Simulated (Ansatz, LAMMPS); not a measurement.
# Electronic structure of glassy 72SiO2-17Al2O3-6BaO-6ZnO (mol %) (116 atoms)

Aim: energy, forces, charges and density of states of glassy 72SiO2-17Al2O3-6BaO-6ZnO (mol %) (116 atoms) at a fixed geometry.

Program: Ansatz 0.2.0. Level of theory: Kohn-Sham DFT, PBE, PAW (set soft_2), plane waves. Results are calculated unless marked as measured.

### Step 1. The structure

The cell holds 116 atoms: 26 Si, 12 Al, 2 Ba, 2 Zn and 74 O. Cell: a = 12.202 Å, b = 12.202 Å, c = 12.202 Å, α = 90.0°, β = 90.0°, γ = 90.0°. 116 atoms (26 Si, 12 Al, 2 Ba, 2 Zn, 74 O) placed at random at 2.42 g/cm³, melted at 4000 K for 10 ps at fixed volume with the Morse and Coulomb pair potential with partial charges (Pedone, Malavasi, Menziani, Cormack and Segre, J. Phys. Chem. B 110, 11780 (2006)). Quenched from 4000 K to 300 K at 50 K/ps and fixed volume, held 5 ps.

Before any run, some limits are plain. The quench rate of 50 K/ps is orders of magnitude faster than experiment, which tends to freeze in extra defects. The starting topology of bonds comes from the classical model, and needn't be the one that DFT or experiment would give. Only the Γ point is sampled, in a cell whose shortest periodic width is 12 Å. No spin–orbit coupling is included, so levels derived from the heavy atoms are approximate.

### Step 2. The classical run that made the cell

A classical potential supplies the starting structure, since it reaches far longer times than DFT.

This step: classical MD, Morse and Coulomb pair potential with partial charges (Pedone, Malavasi, Menziani, Cormack and Segre, J. Phys. Chem. B 110, 11780 (2006)) (LAMMPS 22 Jul 2025 - Update 4).

in.lmp

```
# melt-quench of Si26Al12Ba2Zn2O74
units metal
atom_style charge
boundary p p p
region box block 0 12.2021 0 12.2021 0 12.2021
create_box 5 box
mass 1 28.0850   # Si
mass 2 26.9815   # Al
mass 3 137.3270   # Ba
mass 4 65.3800   # Zn
mass 5 15.9990   # O
create_atoms 1 random 26 472057 NULL overlap 1.5 maxtry 2000
create_atoms 2 random 12 472064 NULL overlap 1.5 maxtry 2000
create_atoms 3 random 2 472071 NULL overlap 1.5 maxtry 2000
create_atoms 4 random 2 472078 NULL overlap 1.5 maxtry 2000
create_atoms 5 random 74 472085 NULL overlap 1.5 maxtry 2000
pair_style hybrid/overlay pedone 5.5 coul/long 8.0
pair_coeff * * coul/long
pair_coeff 1 5 pedone 0.340554 2.006700 2.100000 1   # Si-O
pair_coeff 2 5 pedone 0.361581 1.900442 2.164818 0.9   # Al-O
pair_coeff 3 5 pedone 0.065011 1.547596 3.393410 5   # Ba-O
pair_coeff 4 5 pedone 0.001221 3.150679 2.851850 1   # Zn-O
pair_coeff 5 5 pedone 0.042395 1.379316 3.618701 22   # O-O
set type 1 charge 2.4
set type 2 charge 1.8
set type 3 charge 1.2
set type 4 charge 1.2
set type 5 charge -1.2
kspace_style pppm 1.0e-4
neigh_modify delay 0 every 1 check yes
thermo_style custom step time temp pe press density
thermo_modify norm yes
timestep 0.002
thermo 100
# [... 15 lines left out ...]
fix md all nvt temp 4000 300 0.2
run 37000 post no
unfix md
thermo 1250
fix md all nvt temp 300 300 0.2
run 2500 post no
unfix md
write_dump all custom glass.dump id type xs ys zs modify sort id
```

Run with:

```sh
$ lmp -in in.lmp -log none -nocite
```

Numbers of over 12 decimals in the logs are rounded to 6 here.

The log of the run:

```text
LAMMPS (22 Jul 2025 - Update 4)
Created orthogonal box = (0 0 0) to (12.2021 12.2021 12.2021)
Created 26 atoms
Created 12 atoms
Created 2 atoms
Created 2 atoms
Created 74 atoms
PPPM initialization ...
  G vector (1/distance) = 0.37190654
  grid = 12 12 12
  estimated relative force accuracy = 9.3747438e-05
   Step          Time           Temp          PotEng         Press         Density
         0   0              0             -1.06323        471399.92      2.4159969
       100   0.2            0             -15.726746     -22798.039      2.4159969
       105   0.21           0             -15.740584     -23938.593      2.4159969
Loop time of 0.073838 s on 1 MPI rank(s) for 105 steps with 116 atoms
Minimization stats:
  Stopping criterion = energy tolerance
  Energy initial, next-to-last, final =
     -1.06322999266376  -15.7395948366989  -15.7405843538664
  Force two-norm initial, final = 335.25913 2.7983618
  Iterations, force evaluations = 105 140
[... 7 lines left out ...]
      1666   3.332          4258.9995     -15.139883      10906.018      2.4159969
      2499   4.998          3802.1518     -15.159924     -22803.648      2.4159969
      3332   6.664          4037.4835     -15.242173     -24148.359      2.4159969
      4165   8.33           4186.8913     -15.174315     -20332.172      2.4159969
      4998   9.996          3557.2889     -15.183177     -46110.589      2.4159969
[... 2 lines left out ...]
Loop time of 2.22641 s on 1 MPI rank(s) for 5000 steps with 116 atoms
   Step          Time           Temp          PotEng         Press         Density
[... 12 lines left out ...]
Loop time of 15.3797 s on 1 MPI rank(s) for 37000 steps with 116 atoms
   Step          Time           Temp          PotEng         Press         Density
     43000   86             300.0393      -15.877336     -28336.865      2.4159969
     43750   87.5           287.09109     -15.872126     -16770.801      2.4159969
     45000   90             289.3444      -15.873        -20538.713      2.4159969
     45500   91             301.11503     -15.879189     -29927.684      2.4159969
Loop time of 0.948268 s on 1 MPI rank(s) for 2500 steps with 116 atoms
```

Wall time 19 s (1 thread of Intel Xeon Platinum 8488C (Sapphire Rapids), shared host); peak memory 0.072 GiB.

### Step 3. Plane-wave single point

One self-consistent run at the given positions yields energy and forces.

input.yaml

```yaml
crystal:
  lattice:
    - [12.2021, 0.0, 0.0]
    - [0.0, 12.2021, 0.0]
    - [0.0, 0.0, 12.2021]
  atoms:
    - { symbol: Si, position: [0.53485, 0.86851, 0.63694] }
    - { symbol: Si, position: [0.759, 0.84691, 0.74364] }
    - { symbol: Si, position: [0.8936, 0.08063, 0.21193] }
    - { symbol: Si, position: [0.40262, 0.23298, 0.07572] }
    - { symbol: Si, position: [0.90224, 0.73009, 0.30342] }
    - { symbol: Si, position: [0.36488, 0.67987, 0.58388] }
    - { symbol: Si, position: [0.67362, 0.80934, 0.20933] }
    - { symbol: Si, position: [0.19007, 0.52694, 0.02192] }
    - { symbol: Si, position: [0.40477, 0.58263, 0.36223] }
    - { symbol: Si, position: [0.35197, 0.77903, 0.18955] }
    - { symbol: Si, position: [0.92637, 0.90618, 0.03393] }
    - { symbol: Si, position: [0.62308, 0.26251, 0.81128] }
    - { symbol: Si, position: [0.67996, 0.18012, 0.33387] }
    - { symbol: Si, position: [0.18682, 0.43228, 0.43088] }
    - { symbol: Si, position: [0.6201, 0.957, 0.41331] }
    - { symbol: Si, position: [0.00148, 0.9483, 0.39364] }
    - { symbol: Si, position: [0.02435, 0.09257, 0.86798] }
    - { symbol: Si, position: [0.10568, 0.75215, 0.13414] }
    - { symbol: Si, position: [0.8145, 0.47, 0.07347] }
    - { symbol: Si, position: [0.48696, 0.03931, 0.83383] }
    - { symbol: Si, position: [0.52296, 0.66482, 0.04961] }
    - { symbol: Si, position: [0.73282, 0.24578, 0.58466] }
    - { symbol: Si, position: [0.14944, 0.80972, 0.53702] }
    - { symbol: Si, position: [0.25819, 0.17476, 0.86098] }
    - { symbol: Si, position: [0.16059, 0.26786, 0.62136] }
    - { symbol: Si, position: [0.56501, 0.42575, 0.00285] }
    - { symbol: Al, position: [0.21058, 0.33663, 0.18745] }
    - { symbol: Al, position: [0.07362, 0.03564, 0.61981] }
    - { symbol: Al, position: [0.9287, 0.40766, 0.6437] }
    - { symbol: Al, position: [0.64212, 0.87164, 0.95877] }
    - { symbol: Al, position: [0.50104, 0.98041, 0.09046] }
    - { symbol: Al, position: [0.99302, 0.60026, 0.50341] }
    - { symbol: Al, position: [0.99574, 0.2742, 0.05428] }
    - { symbol: Al, position: [0.26212, 0.53928, 0.77413] }
    - { symbol: Al, position: [0.85827, 0.68504, 0.91534] }
    - { symbol: Al, position: [0.83629, 0.01368, 0.5746] }
    - { symbol: Al, position: [0.87509, 0.30598, 0.87366] }
    - { symbol: Al, position: [0.0249, 0.4962, 0.84244] }
    - { symbol: Ba, position: [0.72226, 0.48324, 0.37736] }
    - { symbol: Ba, position: [0.20799, 0.04294, 0.18314] }
    - { symbol: Zn, position: [0.49307, 0.36103, 0.2352] }
    - { symbol: Zn, position: [0.95607, 0.68081, 0.70872] }
    - { symbol: O, position: [0.61771, 0.26864, 0.26423] }
    - { symbol: O, position: [0.82638, 0.5696, 0.98532] }
    - { symbol: O, position: [0.96001, 0.00207, 0.94122] }
    - { symbol: O, position: [0.15281, 0.10137, 0.89779] }
    - { symbol: O, position: [0.48698, 0.49842, 0.30817] }
    - { symbol: O, position: [0.75372, 0.25563, 0.83987] }
    - { symbol: O, position: [0.55648, 0.15039, 0.8422] }
    - { symbol: O, position: [0.59137, 0.71193, 0.16197] }
    - { symbol: O, position: [0.13367, 0.50411, 0.74625] }
    - { symbol: O, position: [0.92508, 0.8534, 0.3597] }
    - { symbol: O, position: [0.12258, 0.2639, 0.10982] }
    - { symbol: O, position: [0.6316, 0.86361, 0.32167] }
    - { symbol: O, position: [0.05509, 0.71522, 0.55219] }
    - { symbol: O, position: [0.35595, 0.07874, 0.83485] }
    - { symbol: O, position: [0.63914, 0.90682, 0.10304] }
    - { symbol: O, position: [0.79047, 0.13176, 0.2817] }
    - { symbol: O, position: [0.51436, 0.96249, 0.94758] }
    - { symbol: O, position: [0.84542, 0.49211, 0.19083] }
    - { symbol: O, position: [0.92055, 0.41196, 0.79435] }
    - { symbol: O, position: [0.68111, 0.43614, 0.06096] }
    - { symbol: O, position: [0.32781, 0.59149, 0.67181] }
    - { symbol: O, position: [0.71158, 0.91288, 0.84997] }
    - { symbol: O, position: [0.22301, 0.2497, 0.75472] }
    - { symbol: O, position: [0.33698, 0.25732, 0.1817] }
    - { symbol: O, position: [0.98756, 0.6371, 0.85996] }
    - { symbol: O, position: [0.26905, 0.54313, 0.91698] }
    - { symbol: O, position: [0.29664, 0.50969, 0.39532] }
    - { symbol: O, position: [0.24345, 0.46041, 0.12142] }
    - { symbol: O, position: [0.44876, 0.7748, 0.64111] }
    - { symbol: O, position: [0.81494, 0.3479, 0.58878] }
    - { symbol: O, position: [0.51127, 0.96204, 0.73043] }
    - { symbol: O, position: [0.25892, 0.74515, 0.54008] }
    - { symbol: O, position: [0.9672, 0.00556, 0.50638] }
    - { symbol: O, position: [0.65271, 0.8224, 0.66578] }
    - { symbol: O, position: [0.51802, 0.5442, 0.01528] }
    - { symbol: O, position: [0.81107, 0.73245, 0.78663] }
    [... 32 atom lines left out ...]
    - { symbol: O, position: [0.14144, 0.64534, 0.05831] }
    - { symbol: O, position: [0.08735, 0.45586, 0.97248] }
    - { symbol: O, position: [0.87672, 0.97072, 0.13505] }
    - { symbol: O, position: [0.45974, 0.12003, 0.0877] }
    - { symbol: O, position: [0.59544, 0.74192, 0.96401] }
    - { symbol: O, position: [0.2165, 0.35017, 0.53632] }
kpoints:
  mp_grid: { grid: [1, 1, 1] }
hamiltonian:
  xc: pbe
scf:
  occupations: { method: fixed }
output:
  forces: true
  stress: true
  populations: true
  dos:
    method: { smearing: { sigma: 0.15 } }
    de: 0.1
    projected: { site_lists: { Al: [Al], Ba: [Ba], O: [O], Si: [Si], Zn: [Zn] } }
  eigenvalues: true
  write_density: true
  write_potential: true
  volumetric_format: npy
```

Run with:

```sh
$ ansatz run input.yaml --threads 8 --pin off --max-ram 15872MiB --backend cpu --events-out ev --progress --plain --runs-dir out
```

The log of the run:

```text
Engine: ansatz 0.2.0, x86_64-unknown-linux-gnu
Pseudopotentials: kind: paw
Pseudopotential: Si, paw, valence charge 4, recommended cutoff 420 eV (normal), Si.paw.azcp
Pseudopotential: Al, paw, valence charge 3, recommended cutoff 420 eV (normal), Al.paw.azcp
Pseudopotential: Ba, paw, valence charge 10, recommended cutoff 420 eV (normal), Ba.paw.azcp
[...]
--- Band table (eV) ---
  k-point 0: bands = ["-25.4359", "-24.8913", "-18.8806", "-18.3433", [... 414 levels ...], "11.6760", "11.7177", "11.7639", "11.7742", "11.8252", "11.8507", "11.8861", "11.8981", "11.9203", "11.9844", "12.0015", "12.0688"]
--- Löwdin populations: 116 sites ---
  site symbol       q [e]
     0     Si      2.1859
     1     Si      2.2498
     2     Si      2.2418
[...]
115      O      6.7906
  spilling = 0.012048 (of n_electrons = 628.000000)
[key lines of the parts left out:]
SCF converged after 9 iterations
Free energy (F): -83630.530544 eV
Fermi energy:    2.512741 eV
P = ⅓ Tr σ = 2.0998 GPa (20.998 kbar)
```

It took 12 s on 8 threads of Intel Xeon Platinum 8488C (Sapphire Rapids), shared host; peak memory 2.8 GiB; 81 s of CPU time.

The column dr2 measures how far the density is from self-consistency, as an energy; F and HF (Harris–Foulkes) agree once it is small.

The program notes that the exchange-correlation potential is rough where the density is thin.

Read from the output:

| Property | Result |
| --- | --- |
| free energy | -83630.5305 eV |
| free energy per atom | -720.9529 eV/atom |
| SCF cycles | 9 |
| pressure | 2.1 GPa |
| r.m.s. force component | 1.375 eV/Å |
| longest force | 6.901 eV/Å |
| Fermi energy | 2.513 eV |
| gap (highest filled to lowest empty level) | 3.014 eV |
| spilling of the projection | 0.01205 |

Length of the force by element:

```csv
element,coordination,atoms,mean length of the force (eV/Å),spread,least,most
Al,all,12,1.77,1.07,0.746,3.96
Ba,all,2,0.839,0.274,0.565,1.11
O,all,74,1.83,0.936,0.284,5.58
Si,all,26,3.03,1.43,1.11,6.90
Zn,all,2,0.790,0.0497,0.740,0.840
```

Löwdin charges by element (they lack the spilled electrons, 0.065 e an atom on average):

```csv
element,coordination,atoms,mean charge (e),spread,least,most
Al,all,12,1.38,0.0439,1.31,1.47
Ba,all,2,1.90,0.0195,1.88,1.92
O,all,74,-0.835,0.0496,-1.000,-0.760
Si,all,26,1.77,0.0267,1.71,1.82
Zn,all,2,1.53,0.0094,1.52,1.54
```

Density of states as counts of states in windows of 1 eV (from the Fermi level), total and the larger projections:

| from (eV) | to (eV) | total | O p | Si p |
| --- | --- | --- | --- | --- |
| -14 | -13 | 2.8 | 0.0 | 0.0 |
| -13 | -12 | 9.2 | 0.1 | 0.0 |
| -12 | -11 | 0.0 | 0.0 | 0.0 |
| -11 | -10 | 4.2 | 2.8 | 0.2 |
| -10 | -9 | 11.3 | 7.6 | 0.5 |
| -9 | -8 | 15.4 | 10.7 | 1.2 |
| -8 | -7 | 22.3 | 16.0 | 2.4 |
| -7 | -6 | 44.6 | 29.8 | 5.2 |
| -6 | -5 | 47.1 | 30.3 | 4.3 |
| -5 | -4 | 55.4 | 44.5 | 3.6 |
| -4 | -3 | 71.2 | 62.6 | 2.8 |
| -3 | -2 | 81.5 | 74.9 | 2.0 |
| -2 | -1 | 69.4 | 65.5 | 1.1 |
| -1 | 0 | 39.0 | 37.3 | 0.4 |
| 0 | 1 | 2.5 | 2.4 | 0.0 |
| 1 | 2 | 0.0 | 0.0 | 0.0 |
| 2 | 3 | 0.6 | 0.0 | 0.0 |
| 3 | 4 | 5.5 | 0.5 | 0.2 |
| 4 | 5 | 20.2 | 1.1 | 1.5 |

With fixed occupations the program's Fermi level is the highest filled level; weight inside the gap is the broadening of levels at its edges.

Between -26 and -14 eV lie 148 more states.

The levels nearest the highest filled one (over half full), pooled over k-points and spins:

```
level less the highest filled one (eV)  occupation
                                -0.314           2
                                -0.278           2
                                -0.214           2
                                -0.145           2
                                -0.102           2
                                     0           2
                                  3.01           0
                                  3.60           0
                                  3.87           0
                                  4.05           0
                                  4.11           0
                                  4.22           0
```

Valence density in the bc plane at fractional x = 0.501, with atoms of Si and Al and Zn and O within 0.2 Å of it. It is the smooth field of the valence electrons, not physical close to the nuclei.

Ten steps, logarithmic in the rise over the least value, from '0' (0 e/Å³) to '9' (24 e/Å³), each cell a mean:
```
4200000000011111234431111110002466
4210000000001110011100000000002466
3212221100011110000000000000001234
1012333100011100000000000000000012
2112332100000000000000000000000123
4211110000000000000000000000002466
5210000000000000000000000011112567
2100000000000000000000001233212344
0000000000000000000000001344311111
0000000000000000000000001233212210
0000000000000000000000000011123432
0000000000000000000011100000024542
0000000000000000000012110000012331
0000000000000000000011100000000110
0000000000000001121100000000000000
0000000000000013554210000000000000
0000000000122224675310000000000000
0000000001268733453100000000000000
0000000001379831111000000000000000
0000000000134310000000011100001110
0122321001232110000000111100001110
0134542112465310011111112100000000
1123431113576421245532111100000111
2111110001344321357642111110001233
```
Columns run along b (12.2 Å), rows up along c (12.2 Å). Atoms in or near the plane, at fractional coordinates: Si at (0.04, 0.83), Al at (0.98, 0.09), Zn at (0.36, 0.24), O at (0.50, 0.31), O at (0.96, 0.95), O at (0.96, 0.73), O at (0.34, 0.07).

Electrostatic potential energy in the bc plane at fractional x = 0.501, with atoms of Si and Al and Zn and O within 0.2 Å of it. With pseudopotentials it is smooth inside the atoms' cores, unlike the true potential.

Ten even steps from '0' (-39 eV) to '9' (9 eV), each cell a mean:
```
5899999999988656764577678999999500
4788999999999888899999999999999400
3236889999999999999999999999999865
0003668999999999999999999999999984
0004789999999999999999999999999985
4567899999999999999999999999999611
4899999999999999999999999999877300
8999999999999999999999999987423545
9999999999999999999999999855100379
9999999999999999999999999987422589
9999999999999999999999999999877679
9999999999999999999999999999996359
9999999999999999999999999999999789
9999999999999999999999999999999999
9999999999999999998888999999999999
9999999999998998425888999999999999
9999999999865675002899999999999999
9999999998510147547999999999999999
9999999998400037999999999999999999
7899999998743468999999999999999877
5688899988877889999988788999998655
6564268888412688999874225899987567
5576578887200467853341002789998656
6899999988755545610033014799998765
```
Columns run along b (12.2 Å; values clipped at the 3rd and 97th percentile), rows up along c (12.2 Å). Atoms in or near the plane, at fractional coordinates: Si at (0.04, 0.83), Al at (0.98, 0.09), Zn at (0.36, 0.24), O at (0.50, 0.31), O at (0.96, 0.95), O at (0.96, 0.73), O at (0.34, 0.07).

Mean Löwdin charges: Al +1.38, Ba +1.90, O -0.84, Si +1.77, Zn +1.53 e (they miss 1.2 % of the electrons, so they add up to more than the cell's charge).

### Step 4. Structure statistics

These statistics describe the geometry on which the runs were made.

Density 2.42 g/cm³, 15.66 Å³ an atom.

g(r), total and by pair (bins of 0.2 Å):

```csv
r (Å),total,O-O,O-Si,O-Al,O-Ba,O-Zn,Si-Si
1.50,1.41,0.00,4.91,0.00,0.00,0.00,0.00
1.70,3.93,0.00,9.66,8.81,0.00,0.00,0.00
1.90,0.65,0.00,0.23,3.55,0.00,5.28,0.00
2.10,0.05,0.00,0.00,0.00,0.00,2.21,0.00
2.30,0.04,0.00,0.00,0.00,0.00,1.81,0.00
2.50,0.83,2.05,0.00,0.00,0.00,0.00,0.00
2.70,1.88,4.33,0.00,0.22,0.66,0.00,0.00
2.90,0.80,1.58,0.00,0.00,2.79,0.00,0.48
3.10,0.97,0.72,0.19,0.59,1.05,1.00,4.04
3.30,0.90,0.66,0.55,0.89,1.79,0.46,3.04
3.50,0.86,0.50,1.29,1.33,0.80,1.97,0.00
3.70,0.77,0.58,0.96,1.38,1.07,0.36,0.00
3.90,1.02,0.43,1.79,1.34,0.65,1.25,0.56
4.10,1.29,0.86,2.02,1.56,1.14,1.18,0.75
4.30,1.11,0.67,1.58,1.98,0.54,0.79,0.82
4.50,1.04,0.87,1.25,1.29,0.70,1.20,0.75
4.70,0.92,1.17,0.56,0.67,0.89,1.78,1.35
4.90,0.98,1.50,0.45,0.40,1.23,1.43,0.88
5.10,0.89,1.23,0.51,0.53,2.23,0.19,0.83
5.30,1.02,1.42,0.67,0.78,0.70,0.35,1.44
5.50,1.08,1.24,0.75,0.91,0.49,0.82,1.27
5.70,0.90,0.64,1.17,0.75,1.21,0.45,1.19
5.90,0.98,0.84,1.10,1.38,1.27,1.12,0.86
```

The surroundings of Si21, which bears the longest force, nearest first, numbered as they follow in the input and with coordinates relative to it.

```
atom      x      y      z  distance (Å)  Löwdin charge (e)     Fx     Fy  Fz (eV/Å)
Si21   0.00   0.00   0.00          0.00               1.80   2.00   6.51       1.10
 O77  -0.06  -1.47  -0.42          1.53              -0.77  -1.64  -1.27      -1.06
 O88  -1.42   0.66   0.41          1.62              -0.80  -1.14  -0.86      -1.02
O115   0.88   0.94  -1.04          1.66              -0.85  -1.27  -2.29      -0.55
 O50   0.83   0.57   1.37          1.70              -0.81   1.05  -0.95       1.47
Si26   0.51  -2.92  -0.57          3.02               1.80   2.41  -3.03      -2.32
Si10  -2.09   1.39   1.71          3.03               1.77   2.26  -1.51      -0.67
Al30   1.45   2.52  -1.11          3.12               1.38  -0.72  -0.05       0.18
 Si7   1.84   1.76   1.95          3.21               1.75  -1.74  -0.68      -1.38
 O57   1.42   2.95   0.65          3.34              -0.80   0.41   0.38       1.65
 O62   1.93  -2.79   0.14          3.40              -0.81   0.08  -0.74       0.44
 O80  -1.83   0.34   2.93          3.47              -0.79   0.17   0.65      -0.10
O101  -1.43   2.90   1.52          3.57              -0.87  -0.07   1.33       0.30
```

### Step 5. What came out

```json
{"free energy per atom": "-720.9529 eV/atom", "pressure": "2.1 GPa", "r.m.s. force component": "1.375 eV/Å", "gap (highest filled to lowest empty level)": "3.014 eV", "wall time of the 1 DFT run": "12 s"}
```

Filled and empty levels are parted by 3.01 eV (at Γ alone); a semilocal functional tends to put such gaps too low. In a disordered cell it changes from sample to sample, and tail or defect levels can set it.

Caveats: The force components of 1.4 eV/Å r.m.s. reflect the temperature of the frame as well as the gap between the generating potential and DFT. The pressure of 2.1 GPa is that of one thermal frame, in which the classical model's bond lengths enter as well as the volume, without the kinetic term.

[Logs are printed without paths, hosts, clocks, repeated set-up lines and the standing remarks that a program may print on its own settings, such as how far it seeks lower states.]

[Hosts, paths, dates, database ids (printed as entryN), source tags and the programs' standing remarks are cut or masked in the printed files.]
